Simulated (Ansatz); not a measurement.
Crystal: As.

```
As
1.0
     1.88080    1.08588    3.51406
    -1.88080    1.08588    3.51406
     0.00000   -2.17176    3.51406
As
2
Cartesian
  0.0000 0.0000 2.3825
  0.0000 0.0000 8.1597
```

Base run:

```yaml
Program: Ansatz 0.2.0
Functional: r2SCAN
Potentials_or_basis: Ansatz PAW
Cutoff: "500 eV (not typed: the program's choice for these potentials)"
k_mesh: 7 × 7 × 7
Occupations: fermi-dirac, width 0.05 eV
Spin: no spin polarisation
```

Its results: pressure 1.8 GPa; largest force 0.111 eV/Å.

Task: The run is repeated on the same cell with these changes: functional from r2SCAN to PBE; cutoff from 500 eV (not typed: the program's choice for these potentials) to 420 eV (not typed: the program's choice for these potentials). What comes out?

Result: Pressure 3.6 GPa; largest force 0.391 eV/Å.

Caveats: the PAW data sets come from PBE, with cores solved anew for the run's functional, which leaves a small shift of forces and pressure (some runs).
